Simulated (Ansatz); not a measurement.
**O vacancy in In2O3**

Computed with the plane-wave PAW code Ansatz (scalar-relativistic, PAW set soft_2): PBE, collinear spin, 420 eV cutoff, k-mesh 2×2×2 shifted by half a step.

The relaxed host crystal (Kohn–Sham gap 0.96 eV over the whole zone):

```cif
data_structure
_symmetry_space_group_name_H-M 'P 1'
_symmetry_Int_Tables_number 1
_cell_length_a 5.8786
_cell_length_b 5.8786
_cell_length_c 5.8786
_cell_angle_alpha 56.614
_cell_angle_beta 56.614
_cell_angle_gamma 56.614
_cell_volume 132.41
loop_
_atom_site_label
_atom_site_type_symbol
_atom_site_fract_x
_atom_site_fract_y
_atom_site_fract_z
_atom_site_occupancy
In1 In 0.64280 0.64280 0.64280 1
In2 In 0.85720 0.85720 0.85720 1
In3 In 0.35720 0.35720 0.35720 1
In4 In 0.14280 0.14280 0.14280 1
O1 O 0.04657 0.75000 0.45343 1
O2 O 0.75000 0.45343 0.04657 1
O3 O 0.45343 0.04657 0.75000 1
O4 O 0.95343 0.25000 0.54657 1
O5 O 0.54657 0.95343 0.25000 1
O6 O 0.25000 0.54657 0.95343 1
```

Supercell of 40 atoms, rows of the matrix [[-1,1,1],[1,-1,1],[1,1,-1]] times the cell vectors; O vacancy at (0.047, 0.750, 0.453) in fractions of the cell above. Atoms are relaxed at the host's cell, from a start shaken by 0.03 Å near the defect; charged cells sit in a uniform background.

Q: How does the lattice relax around the defect, and where do the electrons go?

A: Distances from the empty O site (Å), by shell of the perfect crystal:

```csv
shell,perfect crystal,charge +2,charge +1,charge 0
2 In,2.16,2.38,2.25,2.00
2 In,2.29,2.43,2.41,2.41
2 O,2.86,2.75,2.78,2.81
2 O,2.98,2.90,2.93,2.96
```

| charge | moment of the cell (μB) | gap of the cell on the mesh (eV) | carriers |
| --- | --- | --- | --- |
| +2 | 0.00 | 1.91 | none in the bands |
| +1 | 1.00 | 0.16 | in a band of the host or near its edge |
| 0 | 0.00 | 1.37 | in a band of the host or near its edge |

On this mesh the host's own supercell has a gap of 2.39 eV.

At charges +1 and 0 a carrier lies in a band of the host or at its edge (levels aligned by the semicore states), so it isn't shown to be bound to the defect (semilocal functionals spread carriers too far and can miss a bound one), and no level is taken from those states.

Q: Which charge does the defect take as the Fermi level crosses the gap?

A: No transition between neighbouring charges can be given. Lowest charge for a Fermi level at the valence band top: +2, at mid gap: +2, at the conduction band bottom: +2 (among the charges +2, +1, 0). With the Fermi level at the valence band top the state +2 costs 0.50 eV, and 1.46 eV with the Fermi level at mid gap, which lies 0.48 eV above the valence band top; atoms are taken from and to the elements' standard states.

No formation energy is given for the neutral state, since the neutral cell holds a carrier in a band.

Caveats: at charge +2: net starting moment lost; at charge 0: net starting moment lost; semilocal functionals make gaps too small, which shifts levels too; small supercell, so energies and levels can be off by tenths of an eV; one random start near the defect, so other minima are possible; the program doubts the potential alignment, as is usual in cells this small.
